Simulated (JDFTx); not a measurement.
Crystal: Ag.

```
CELL_PARAMETERS angstrom
0.00000 2.04275 2.04275
2.04275 0.00000 2.04275
2.04275 2.04275 0.00000
ATOMIC_POSITIONS crystal
Ag 0.00000 0.00000 0.00000
```

Below is the output of JDFTx 1.7.0 (patched build) for this cell. Logs are shortened: lines on timing, memory, paths and dates and some standing lists are left out, and cuts for length are marked.

```text
*************** JDFTx 1.7.0 (patched build) ***************

Input parsed successfully to the following command list (including defaults):
[... the input with its defaults ...]

---------- Setting up symmetries ----------

Found 48 point-group symmetries of the bravais lattice
Found 48 space-group symmetries with basis
Applied RMS atom displacement 0 bohrs to make symmetries exact.

---------- Initializing the Grid ----------
R =
[            0      3.86024      3.86024  ]
[      3.86024            0      3.86024  ]
[      3.86024      3.86024            0  ]
unit cell volume = 115.046
G =
[  -0.813834   0.813834   0.813834  ]
[   0.813834  -0.813834   0.813834  ]
[   0.813834   0.813834  -0.813834  ]
Minimum fftbox size, Smin = [  32  32  32  ]
Chosen fftbox size, S = [  32  32  32  ]

---------- Exchange Correlation functional ----------
Initalized PBE GGA exchange.
Initalized PBE GGA correlation.

---------- Setting up pseudopotentials ----------
Width of ionic core gaussian charges (only for fluid interactions / plotting) set to 0

Reading pseudopotential file 'pseudo/Ag.upf':
  'Ag' pseudopotential, 'PBE' functional
  Generated using ONCVPSP code by D. R. Hamann
  19 valence electrons, 0 orbitals, 6 projectors, 602 radial grid points, with lMax = 2
  Core radius for overlap checks: 2.16 bohrs.

Initialized 1 species with 1 total atoms.

Folded 1 k-points by 11x11x11 to 1331 k-points.

---------- Setting up k-points, bands, fillings ----------
Reduced to 56 k-points under symmetry.
Computing the number of bands and number of electrons
Calculating initial fillings.
nElectrons:  19.000000   nBands: 15   nStates: 56

----- Setting up reduced wavefunction bases (one per k-point) -----
[... 149 lines left out ...]
	FillingsUpdate:  mu: +0.664191319  nElectrons: 19.000000
SCF: Cycle:  2   F: -143.821446694465834   dF: -2.279e-06   |Residual|: 1.660e-03   |deigs|: 1.417e-04
	FillingsUpdate:  mu: +0.664127269  nElectrons: 19.000000
SCF: Cycle:  3   F: -143.821447261082199   dF: -5.666e-07   |Residual|: 1.323e-04   |deigs|: 1.697e-04
	FillingsUpdate:  mu: +0.664134425  nElectrons: 19.000000
SCF: Cycle:  4   F: -143.821447333902483   dF: -7.282e-08   |Residual|: 1.233e-04   |deigs|: 3.878e-05
	FillingsUpdate:  mu: +0.664130673  nElectrons: 19.000000
SCF: Cycle:  5   F: -143.821447356371635   dF: -2.247e-08   |Residual|: 5.269e-05   |deigs|: 1.763e-05
	FillingsUpdate:  mu: +0.664128085  nElectrons: 19.000000
[... 116 lines left out ...]
-------- Electronic minimization -----------
Will mix electronic density at each iteration.
	FillingsUpdate:  mu: +0.637902091  nElectrons: 19.000000
	FillingsUpdate:  mu: +0.633612518  nElectrons: 19.000000
SCF: Cycle:  0   F: -143.821262248569866   dF: +1.573e-04   |Residual|: 2.246e-02   |deigs|: 3.108e-05
	FillingsUpdate:  mu: +0.635039490  nElectrons: 19.000000
SCF: Cycle:  1   F: -143.821696699188237   dF: -4.345e-04   |Residual|: 3.836e-03   |deigs|: 5.564e-03
	FillingsUpdate:  mu: +0.634969952  nElectrons: 19.000000
[... 6 further cycles ...]
SCF: Cycle:  8   F: -143.821699208114609   dF: -3.124e-10   |Residual|: 7.782e-06   |deigs|: 8.697e-07
	FillingsUpdate:  mu: +0.634912534  nElectrons: 19.000000
SCF: Cycle:  9   F: -143.821699208235884   dF: -1.213e-10   |Residual|: 1.032e-05   |deigs|: 1.700e-06
SCF: Converged (|Delta E|<1.000000e-09 for 2 iters).

Setting wave functions to eigenvectors of Hamiltonian
# Lattice vectors:
R =
[            0      3.91477      3.91477  ]
[      3.91477            0      3.91477  ]
[      3.91477      3.91477            0  ]
unit cell volume = 119.991
[... 32 lines left out ...]
-------- Electronic minimization -----------
Will mix electronic density at each iteration.
	FillingsUpdate:  mu: +0.634912534  nElectrons: 19.000000
	FillingsUpdate:  mu: +0.634195562  nElectrons: 19.000000
SCF: Cycle:  0   F: -143.821686202217478   dF: +5.210e-06   |Residual|: 3.791e-03   |deigs|: 1.362e-06
	FillingsUpdate:  mu: +0.634433765  nElectrons: 19.000000
SCF: Cycle:  1   F: -143.821699053547434   dF: -1.285e-05   |Residual|: 7.453e-04   |deigs|: 9.402e-04
	FillingsUpdate:  mu: +0.634425039  nElectrons: 19.000000
[... 3 further cycles ...]
SCF: Cycle:  5   F: -143.821699290351773   dF: -5.050e-10   |Residual|: 1.860e-06   |deigs|: 1.700e-06
	FillingsUpdate:  mu: +0.634412261  nElectrons: 19.000000
SCF: Cycle:  6   F: -143.821699290456678   dF: -1.049e-10   |Residual|: 5.333e-07   |deigs|: 6.060e-07
SCF: Converged (|Delta E|<1.000000e-09 for 2 iters).

Setting wave functions to eigenvectors of Hamiltonian
# Lattice vectors:
R =
[            0      3.91558      3.91558  ]
[      3.91558            0      3.91558  ]
[      3.91558      3.91558            0  ]
unit cell volume = 120.065
[... 71 lines left out ...]
# Energy components:
   Eewald =     -105.6738006413928019
       EH =       33.4591218487841786
     Eloc =      -99.0304701634578208
      Enl =       -7.0742078591005075
      Exc =      -13.5654038220399702
       KE =       48.0631960692480789
-------------------------------------
     Etot =     -143.8215645679588306
       TS =        0.0001347230097840
-------------------------------------
        F =     -143.8216992909686098

LatticeMinimize: Iter:   5  F: -143.821699290968610  |grad|_K:  4.208e-07  alpha:  1.000e+00  linmin:  1.000e+00
LatticeMinimize: Converged (|Delta F|<1.000000e-06 for 2 iters).

Dumping 'run.eigStats' ...
	eMin: -2.756424 at state 0 ( [ +0.000000 +0.000000 +0.000000 ] spin 0 )
	HOMO: +0.621420 at state 26 ( [ +0.000000 +0.272727 +0.454545 ] spin 0 )
	mu  : +0.634354
	LUMO: +0.634458 at state 11 ( [ +0.000000 +0.090909 -0.454545 ] spin 0 )
	eMax: +1.556196 at state 28 ( [ +0.000000 +0.272727 -0.363636 ] spin 0 )
	HOMO-LUMO gap: +0.013038
	Optical gap  : +0.118506 at state 31 ( [ +0.000000 +0.363636 +0.454545 ] spin 0 )
Done!
[note: the HOMO, LUMO and gaps printed at the end count levels as full or empty at half filling, so they show a gap where a level is partly filled]
```

Write the input and the command behind it.

Relaxation of cell and atoms with PBE, no spin polarisation. The files as run (others can give the same):

Ag.in
```
lattice \
    0.0000000000     3.8602380411     3.8602380411 \
    3.8602380411     0.0000000000     3.8602380411 \
    3.8602380411     3.8602380411     0.0000000000
coords-type Lattice
ion Ag     0.0000000000     0.0000000000     0.0000000000 1

ion-species pseudo/Ag.upf
elec-cutoff 40
elec-ex-corr gga-PBE
kpoint-folding 11 11 11
elec-smearing Fermi 0.0018374661
elec-n-bands 15
electronic-SCF nIterations 100 energyDiffThreshold 1e-09
electronic-minimize nIterations 30 energyDiffThreshold 1e-7
forces-output-coords Cartesian
lattice-minimize nIterations 40 energyDiffThreshold 1e-6

dump-name run.$VAR
dump End Ecomponents EigStats BandEigs Kpoints Forces Stress ElecDensity KEdensity
```

Potentials or basis: SG15-PBE-1.2 with smoothed tails.
Command:
```bash
$ jdftx -c 1 -i Ag.in -o Ag.out
```
